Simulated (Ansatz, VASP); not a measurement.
Given: the input of a run of Ansatz 0.2.0 on MgO.

Contents of input.yaml:

```yaml
crystal:
  lattice:
    - [3.3726620253, 0.0, 0.0]
    - [-1.6863310127, 2.9208109923, 0.0]
    - [0.0, 0.0, 5.0806100433]
  atoms:
    - { symbol: Mg, position: [0.6666666667, 0.3333333333, 0.50215974] }
    - { symbol: Mg, position: [0.3333333333, 0.6666666667, 0.00215974] }
    - { symbol: O, position: [0.6666666667, 0.3333333333, 0.90244026] }
    - { symbol: O, position: [0.3333333333, 0.6666666667, 0.40244026] }
hamiltonian:
  xc: pbe
  pseudopotentials: { kind: paw }
kpoints:
  mp_grid: { grid: [9, 9, 6] }
scf:
  occupations: { method: fermi_dirac, width: 0.05 }
output:
  forces: true
  stress: true
  eigenvalues: true
```

Potentials or basis: Ansatz PAW.

The run is started by

```console
$ ansatz run input.yaml --threads 2 --pin off --max-ram 5120MiB --backend cpu --events-out ev --progress --plain --runs-dir out
```

Question: Set up the same calculation for VASP 6.6.1. Potentials there: VASP PAW PBE potentials, release 64 (Mg, O).

Answer: As run (the cutoff follows the program's own potentials):

The input INCAR:

```
  PREC = Accurate
  ENCUT = 520
  EDIFF = 1E-7
  ISMEAR = -1
  SIGMA = 0.05
  LREAL = False
  LASPH = True
  NELM = 100
  ALGO = Normal
  ISIF = 2
  LWAVE = False
  LCHARG = False
  GGA = PE
  NBANDS = 16
```

Contents of KPOINTS:

```
Automatic mesh
0
Gamma
  9 9 6
```

Contents of POSCAR:

```
MgO
1.0
    3.3726620253      0.0000000000      0.0000000000
   -1.6863310127      2.9208109923      0.0000000000
    0.0000000000      0.0000000000      5.0806100433
Mg O
2 2
Direct
    0.6666666667      0.3333333333      0.5021597400
    0.3333333333      0.6666666667      0.0021597400
    0.6666666667      0.3333333333      0.9024402600
    0.3333333333      0.6666666667      0.4024402600
```

Potentials or basis: VASP PAW PBE potentials, release 64 (Mg, O).

The run is started by

```bash
$ cat potpaw_PBE.64/Mg/POTCAR potpaw_PBE.64/O/POTCAR > POTCAR
$ mpirun -np 1 vasp_std > vasp.out
```

Both were run:

|  | VASP | Ansatz | Ansatz less VASP |
| --- | --- | --- | --- |
| gap on the k mesh at the Fermi level (eV) | 3.15 | 3.17 | +0.019 |
| least direct gap on the mesh (eV) | 3.15 | 3.17 | +0.019 |
| pressure (GPa) | -3.8 | -3.4 | +0.41 |
| largest component of the traceless stress (GPa) | 0.81 | 0.78 | -0.034 |
| rms of the force components (eV/Å) | 0.035 | 0.034 | -0.0007 |

Atom by atom the forces differ by 0.001 eV/Å (rms over components). The two sets of potentials don't hold the same shells in valence.

Caveats: an odd mesh through Γ misses points on the zone boundary, where band edges often lie (VASP); odd divisions of the mesh miss points on the zone boundary, where band edges often lie, so the gap on the mesh can be too wide (Ansatz); the pressure holds a Pulay correction of +0.5 GPa for the finite cutoff (Ansatz).
